## Force, energy and pressure of a distorted diamond crystal

In perfect diamond each carbon atom sits at the balance point between its four neighbours. Here the two atoms of the cell have been moved off these points by a few hundredths of an ångström, and the cell has been held fixed. The bonds then act like a stretched spring: they pull the atoms back (the largest force) and store energy (the energy change per atom, counted from the unmoved crystal). The pressure tells how hard the crystal pushes outward against its fixed cell. Every program was given the same atoms and the same density functional, PBE, so the rows differ in potentials, basis and numerical method.

Kohn–Sham DFT calculations with PBE for a two-atom diamond cell, with atoms displaced at random by about 0.05 Å and the cell held fixed, without spin polarisation, on a 13×13×13 k mesh with Fermi–Dirac smearing of 0.05 eV. Pressure is positive in compression and excludes Ansatz's Pulay correction; energy changes are relative to the undisplaced crystal.

```tsv
program	potentials	basis	pressure (GPa)	largest force (eV/Å)	energy change per atom (meV)
Ansatz	Ansatz PAW	420 eV	1.510	1.662	21.020
Octopus	pseudodojo_pbe	default	n/a	1.663	21.180
FLEUR	all electron	5.5 Kmax	n/a	1.664	21.040
ABINIT	JTH PAW PBE v2.0	517 eV	1.840	1.674	21.090
GPAW	GPAW PAW data sets (gpaw data 1.2.1)	800 eV	2.190	1.664	21.050
Ansatz LAPW	all electron LAPW, scalar relativistic	0.001 eV/atom basis error	2.530	1.663	n/a
ABACUS	PseudoDojo NC SR 0.4.1 PBE standard	1116 eV	2.610	1.665	21.060
JDFTx	PseudoDojo SR PBE 0.5 standard	1116 eV	2.620	1.665	21.060
SIRIUS	dojo sr pbe 0.4.1 standard	1127 eV	2.660	1.665	21.060
Quantum ESPRESSO	SSSP 1.3 efficiency PBE	748 eV	2.720	1.661	21.000
DFTK	dojo.nc.sr.pbe.v0_4_1.standard	1116 eV	2.720	1.665	21.060
SIESTA	PseudoDojo 0.4 standard, converted to PSML	DZP	11.030	1.764	22.340
```

### 1. Which quantity depends most on the program?

The pressure does. SIESTA stands far above the rest with 11.03 GPa, and even without it the pressures spread over 1.2 GPa, nearly half of their typical value. Without SIESTA, the forces and the energy changes each spread by less than one per cent. A program can therefore be reliable for moving atoms and still be poor for the pressure at the same settings.

### 2. Are force and energy two separate pieces of evidence?

Hardly, because the force is the slope of the energy. For a spring, the stored energy is half the final force times the stretch. The cell holds one such spring, between its two atoms and their periodic copies, so each atom's share is

energy change per atom = F u / 4,

where F is the largest force and u is the displacement of one atom relative to the other. Since all programs received the same positions, u should be one constant. A fit to the ten rows other than SIESTA that have both quantities gives u ≈ 0.051 Å, in line with the size of the imposed displacements. Real bonds are not perfect springs, and u absorbs the small departure.

SIESTA took no part in the fit, so it can serve as a trial. Its force of 1.764 eV/Å gives 1.764 × 0.0506 / 4 = 0.0223 eV, or 22.3 meV, and the program itself computed 22.34 meV. Its force and its energy are both about 6 per cent above those of the plane-wave runs with PseudoDojo potentials. SIESTA thus describes a crystal that is consistently stiffer against this displacement, and its high force is no stray error. Consistency is all that this shows, since a wrong energy curve also has a matching slope. The output printed after the text holds the fit and the differences quoted here.

### 3. Why do the programs agree on forces but not on pressure?

Symmetry gives the forces a head start. In perfect diamond the pulls of the four neighbours cancel, so every program finds zero force at the same positions, and errors mainly change how fast the force grows from there. No symmetry fixes the cell size at which the pressure is zero. Each program has its own, and because the present cell lies close to it, a small shift is a large share of the pressure.

Among the plane-wave runs, much of that shift probably comes from the basis, although the potentials differ too and no pair of these runs separates the two. The cutoffs are usual working values and not converged limits. Plane waves fill the whole cell and are not attached to atoms. When an atom moves, the set of waves stays the same, and most of the error of a finite set cancels between the two positions.

When the cell is squeezed, the same waves become shorter and can follow finer detail. The basis improves, and the computed energy drops a little for a purely numerical reason. Compression then seems to cost less than it should, so the pressure comes out too low. This error is called the Pulay stress, and it fades as the cutoff, the highest kinetic energy of the waves, is raised.

### 4. What would a higher cutoff do to the lowest pressure?

It should raise it. Among the plane-wave runs with a pressure, Ansatz PAW has the lowest cutoff, 420 eV. Its correction for the Pulay stress has been taken off, so the error is still in the printed value. Its pressure lies 1.0 GPa below that of the all-electron LAPW run. In the data makers' tests on other systems such corrections could exceed 1 GPa, so a gap of this size is plausible for the Pulay stress. That figure does not come from these runs, however, and the two runs also treat the atomic cores differently.

The cutoff alone does not rank the programs. GPAW gives a lower pressure at 800 eV than Quantum ESPRESSO at 748 eV. Each set of potentials needs its own cutoff, so convergence has to be checked with the potentials in use and not copied from another program.

### 5. Why is SIESTA so high, and how bad is it?

The basis is the main suspect. SIESTA uses a potential from the same PseudoDojo family as four plane-wave runs whose pressures average 2.65 GPa, yet it lies 8.4 GPa above them. Its DZP basis consists of a small number of functions centred on the atoms, and how well they describe the electrons between the atoms changes with the bond length. Such an error can shift the preferred cell size. A run with a larger basis would test this. Until then the potential, which was converted to another format for SIESTA, cannot be ruled out as a cause.

The pressure looks alarming because diamond is so stiff. With a rough, recalled bulk modulus of 440 GPa, the offset corresponds to a volume change of 8.4 / 440 ≈ 0.019, or about 2 per cent. A length changes by a third of that, about 0.6 per cent. SIESTA would thus prefer a slightly larger crystal than the other programs do. In a softer material the same pressure error would mean a larger error in length.

### 6. Would the pressure vanish if the atoms moved back?

Probably not entirely, because two causes act together. PBE is known to prefer a diamond cell slightly larger than this one, so even the perfect crystal would push outward. The displaced atoms add to the push: squeezing the cell stiffens the bonds and raises the energy stored in them, and the crystal resists that.

The stored energy per volume sets the scale of the second part. About 21 meV per atom in 5.67 Å³ corresponds to 0.6 GPa. This is an order of magnitude and not a measured share, but it is large enough to matter. The pressures in the table should therefore not be read as those of perfect diamond.

### 7. Which digits can be trusted?

For the force, ten of the twelve runs lie between 1.661 and 1.665 eV/Å, all-electron ones included, so the second decimal holds to about one unit. ABINIT stands slightly apart at 1.674 eV/Å. Its run warns of overlapping PAW spheres, the regions around the atoms that its potentials treat separately, and this may affect its force and its pressure. In the data makers' tests on other systems, forces could be off by hundredths of an eV/Å, so the close agreement here should not be expected everywhere.

For the energy change, 21 meV per atom is safe. Octopus, whose run carries a warning about its LCAO states, gives 21.18 meV and fits the spring relation least well of the fitted rows. SIESTA is the clear exception in both force and energy.

For the pressure, even the digit before the point differs between programs: without SIESTA, the values run from 1.51 to 2.72 GPa. Equal settings do not secure the first decimal either. ABACUS and DFTK use the same potentials and the same cutoff, yet they differ by 0.11 GPa. The all-electron LAPW result differs from the PseudoDojo plane-wave average by a similar 0.12 GPa, so no separate effect of replacing the core electrons by a potential can be read from it.

These digits measure how well programs solve the same PBE problem. An error of PBE itself is shared by every row, and agreement between programs cannot reveal it.

Numerical output:

```
Spread of largest force without SIESTA, eV/angstrom: 0.013
Spread of energy change without SIESTA, meV per atom: 0.18
Spread of pressure without SIESTA, GPa: 1.21
Mean pressure of the four plane-wave PseudoDojo rows, GPa: 2.653
SIESTA pressure less that mean, GPa: 8.377
SIESTA force above the PseudoDojo plane-wave mean, percent: 5.946
SIESTA energy change above the PseudoDojo plane-wave mean, percent: 6.078
fit of en on 10 rows (~sie): coefficient of frc 12.65 +/- 0.011; rms 0.053, worst Octopus -0.141, leave-one-out rms 0.0589
  rows outside the fit (model, value, miss): SIESTA 22.32, 22.34, -0.023
Effective relative displacement from the fit, angstrom: 0.05061
SIESTA energy predicted from its force less computed, meV per atom: -0.02305
Rival, mean energy of the other rows less SIESTA energy, meV per atom: -1.278
LAPW pressure less Ansatz PAW pressure, GPa: 1.02
PseudoDojo plane-wave mean less LAPW pressure, GPa: 0.1225
Quantum ESPRESSO pressure less GPAW pressure, GPa: 0.53
DFTK pressure less ABACUS pressure, GPa: 0.11
DFTK less JDFTx, first diagonal stress, GPa: 0.09744
DFTK less JDFTx, largest shear stress, GPa: 0.00025
Energy density of the displacement, GPa: 0.5951
Rough lattice-constant offset matching the SIESTA pressure offset, percent: 0.6347
Rough lattice-constant offset matching the pressure spread of the others, percent: 0.09167
```
